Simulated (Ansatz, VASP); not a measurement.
# AgCl in VASP and in Ansatz

File INCAR:

```
SYSTEM = AgCl
PREC = Accurate
ENCUT = 520
EDIFF = 1E-7
ISMEAR = 1
SIGMA = 0.0763
LREAL = .False.
LASPH = .True.
NELM = 100
ALGO = Normal
ISIF = 2
LWAVE = .False.
LCHARG = .True.
GGA = PE
LELF = .True.
LVHAR = .True.
NBANDS = 16
```

KPOINTS

```
regular mesh
0
Gamma
  4 4 4
  0 0 0
```

File POSCAR:

```
AgCl
1.0
    3.4339700000      0.0000000000      0.0000000000
    0.0000000000      3.4339700000      0.0000000000
    0.0000000000      0.0000000000      3.4339700000
Ag Cl
1 1
Direct
    0.0000000000      0.0000000000      0.0000000000
    0.5000000000      0.5000000000      0.5000000000
```

Input for Ansatz:

```yaml
crystal:
  lattice:
    - [3.43397, 0.0, 0.0]
    - [0.0, 3.43397, 0.0]
    - [0.0, 0.0, 3.43397]
  atoms:
    - { symbol: Ag, position: [0.0, 0.0, 0.0] }
    - { symbol: Cl, position: [0.5, 0.5, 0.5] }
basis:
  ecutwfc: 420.0
kpoints:
  mp_grid:
    grid: [4, 4, 4]
hamiltonian:
  xc: pbe
scf:
  occupations:
    method: cold
output:
  eigenvalues: true
```

Measurements of this composition are mostly on another form, of space group No. 225.

Alike in both runs: task single point; functional PBE; k mesh 4 × 4 × 4; no spin polarisation.

|  | VASP | Ansatz |
| --- | --- | --- |
| version | VASP 6.6.1 | Ansatz 0.2.0 |
| potentials or method | VASP PAW PBE potentials, release 64 (Ag, Cl) | plane waves, PAW |
| plane-wave cutoff (eV) | 520 | 420 |
| occupations | methfessel-paxton of order 1, width 0.0763 eV | cold |
| valence electrons in the cell | 18 | 26 |

|  | VASP | Ansatz | Ansatz less VASP |
| --- | --- | --- | --- |
| gap on the k mesh at the Fermi level (eV) | 0.56 | 0.56 | 0.000 |

The two sets of potentials don't hold the same shells in valence.

Caveats: the k mesh is coarse (spacing up to 0.46 Å⁻¹), so the values aren't converged. A k mesh can miss the band edges.
